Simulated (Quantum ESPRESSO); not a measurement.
Tm in Quantum ESPRESSO: convergence with k mesh

Input of the first run (k mesh 1 × 1 × 1); the others differ in this setting and in those tied to it:

Contents of pw.in:

```
&CONTROL
  calculation = 'scf'
  prefix = 'pwscf'
  outdir = './tmp'
  pseudo_dir = './pseudo'
  tprnfor = .true.
  tstress = .true.
  disk_io = 'nowf'
/
&SYSTEM
  ibrav = 0
  nat = 2
  ntyp = 1
  ecutwfc = 50
  ecutrho = 300
  nbnd = 35
  occupations = 'smearing'
  smearing = 'gaussian'
  degauss = 0.00734986
  nspin = 2
  starting_magnetization(1) = 0.087
/
&ELECTRONS
  conv_thr = 4d-10
  electron_maxstep = 120
  mixing_beta = 0.3
/
ATOMIC_SPECIES
Tm   168.9342 Tm.GGA_PBE-JTH.UPF
CELL_PARAMETERS angstrom
   3.5375000000    0.0000000000    0.0000000000
  -1.7687500000    3.0635648659    0.0000000000
   0.0000000000    0.0000000000    5.5546000000
ATOMIC_POSITIONS crystal
Tm     0.6666666667    0.3333333333    0.7500000000
Tm     0.3333333333    0.6666666667    0.2500000000
K_POINTS automatic
1 1 1 0 0 0
```

Potentials or basis: JTH 2.0 PBE.

Launch:

```sh
$ OMP_NUM_THREADS=1 pw.x -in pw.in > pw.out
```

Hardware: 1 thread of Arm Neoverse V1, on a shared host.

**Question.** The values tried are 1 × 1 × 1, 2 × 2 × 1, 3 × 3 × 2, 4 × 4 × 2, 4 × 4 × 3, 5 × 5 × 4, 6 × 6 × 4, 7 × 7 × 5, 8 × 8 × 6, loosest first. From which on does the pressure stay within 0.1 GPa of the tightest run that finished?

**Answer.** From 6 × 6 × 4 on.

```
   k mesh  energy less the tightest run, at zero smearing (meV/atom)  pressure (GPa)  absolute moment (μB)  SCF cycles  CPU time (s)  peak memory (GiB)
1 × 1 × 1                                                   -2705.81            3.96                  2.42          23           100               0.38
2 × 2 × 1                                                    -310.48           -5.44                  3.58          36           170               0.39
3 × 3 × 2                                                      71.62            3.14                  3.54          33           200               0.39
4 × 4 × 2                                                     -35.07            2.68                  2.82          26           180                0.4
4 × 4 × 3                                                     -15.49            3.19                  2.83          27           180                0.4
5 × 5 × 4                                                      -6.58            3.52                  2.89          24           190               0.42
6 × 6 × 4                                                       5.27            3.33                  2.79          25           230               0.43
7 × 7 × 5                                                      -0.89            3.25                  2.81          34           310               0.43
8 × 8 × 6                                                       0.00            3.35                  2.78          25           350               0.48
```

Against the tightest run, the energy stays within 1 meV/atom from 7 × 7 × 5 on. Not settled before the last step: the absolute moment (to 0.02 μB). Meshes of other sizes hit other points, so gaps and Fermi surfaces needn't settle smoothly. The tightest run that finished is the yardstick and may itself not be fully converged.

Caveat, for the tightest run too: the magnetic or orbital state may not be the lowest; spin-orbit coupling is left out, which moves the levels of the heavy elements. The state reached can hang on the start; a lower one may exist.
